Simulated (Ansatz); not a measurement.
## Zr: enthalpies of structure types against pressure

All-electron LAPW in Ansatz 0.2.0 under PBE, scalar-relativistic, energies extrapolated to zero smearing. Each structure type was compressed from its own relaxed volume, symmetry kept and shape relaxed on PAW files, and E(V) was fitted to energies and pressures; H = E + pV has no temperature or zero-point term. Only these types were tried: hcp (P6_3/mmc, 15×15×8 mesh, 23.39 Å³/atom at rest); diamond (Fd-3m, 11×11×11 mesh, 31.00 Å³/atom at rest); bcc (Im-3m, 16×16×16 mesh, 22.85 Å³/atom at rest); simple hexagonal (P6/mmm, 16×16×14 mesh, 23.87 Å³/atom at rest); beta tin (I4_1/amd, 14×14×14 mesh, 23.60 Å³/atom at rest); omega (P6/mmm, 8×8×11 mesh, 23.13 Å³/atom at rest). Spin polarisation is left out. Spin–orbit coupling is left out; Fermi–Dirac smearing is 0.05 to 0.1 eV. Enthalpies carry a few meV/atom of noise from meshes and fits.

Q: Which type is lowest at zero pressure, and what follows up to 170 GPa?

A: Among the types tried, omega is lowest at zero pressure; bcc takes over from omega near 26 GPa, with a volume step of -3.4 %. At zero pressure the lead is under 5 meV/atom, within the noise. Enthalpies against omega:

```json
{"p (GPa)": "0", "hcp (meV/atom)": "0", "diamond (meV/atom)": "2404", "bcc (meV/atom)": "85", "simple hexagonal (meV/atom)": "366", "beta tin (meV/atom)": "486", "omega (meV/atom)": "0"}
{"p (GPa)": "5", "hcp (meV/atom)": "9", "diamond (meV/atom)": "2609", "bcc (meV/atom)": "76", "simple hexagonal (meV/atom)": "386", "beta tin (meV/atom)": "498", "omega (meV/atom)": "0"}
{"p (GPa)": "13", "hcp (meV/atom)": "18", "diamond (meV/atom)": "2822", "bcc (meV/atom)": "51", "simple hexagonal (meV/atom)": "404", "beta tin (meV/atom)": "503", "omega (meV/atom)": "0"}
{"p (GPa)": "25", "hcp (meV/atom)": "22", "diamond (meV/atom)": "3021", "bcc (meV/atom)": "5", "simple hexagonal (meV/atom)": "414", "beta tin (meV/atom)": "494", "omega (meV/atom)": "0"}
{"p (GPa)": "50", "hcp (meV/atom)": "9", "diamond (meV/atom)": "3298", "bcc (meV/atom)": "-94", "simple hexagonal (meV/atom)": "417", "beta tin (meV/atom)": "463", "omega (meV/atom)": "0"}
{"p (GPa)": "84", "hcp (meV/atom)": "-16", "diamond (meV/atom)": "3621", "bcc (meV/atom)": "-208", "simple hexagonal (meV/atom)": "429", "beta tin (meV/atom)": "436", "omega (meV/atom)": "0"}
{"p (GPa)": "130", "hcp (meV/atom)": "-30", "diamond (meV/atom)": "4079", "bcc (meV/atom)": "-318", "simple hexagonal (meV/atom)": "487", "beta tin (meV/atom)": "451", "omega (meV/atom)": "0"}
{"p (GPa)": "160", "hcp (meV/atom)": "-26", "diamond (meV/atom)": "4399", "bcc (meV/atom)": "-368", "simple hexagonal (meV/atom)": "545", "beta tin (meV/atom)": "487", "omega (meV/atom)": "0"}
```
